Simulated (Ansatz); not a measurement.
The elements of this relaxed trial crystal are hidden behind letters.

```
lattice vectors (Å)
   0.0000    2.6062    2.6062
   2.6062    0.0000    2.6062
   2.6062    2.6062    0.0000
fractional positions
X 0.5000 0.5000 0.5000
Z 0.0000 0.0000 0.0000
```

Method: DFT PBE, scalar-relativistic, plane waves, PAW in Ansatz. Settings of the last relaxation (2-atom cell): 420 eV, 18×18×18 k points, Gaussian smearing of 0.10 eV, no spin polarisation.

| Quantity | Value |
| --- | --- |
| Space group | Fm-3m (No. 225) |
| Conventional cell | a = 5.212 Å |
| Volume per atom | 17.70 Å³ |
| Density | 12.56 g/cm³ |
| Formation energy | −0.20 eV/atom |
| Gap on the 18×18×18 mesh of the 2-atom cell | 0 eV (a metal) |

Energies are uncorrected and count from the elements' standard states at the same level.

Question: X is a p-block element of period 4 and Z is a d-block element of period 6. Which elements are they?

Answer: X = Ge, Z = Pt, so the formula is GePt, here in the rock salt type. Density times volume gives a mean mass of 12.56 × 17.70/1.6605 = 133.9 u per atom, and this set has 133.9 u. Around Ge lie 6 Pt at 2.61 Å; Pt is surrounded by 6 Ge at 2.61 Å. Other sets within the hints have nearly the same mass, so mass alone doesn't settle it; this one was computed.

Spin–orbit coupling, which can matter for Pt, is left out. A structure relaxed within its symmetry needn't be a true minimum. Another cell of GePt relaxed alike, in Pnma (a cell as deposited in COD), lies 267 meV/atom lower, so this cell isn't the stable form at this level.
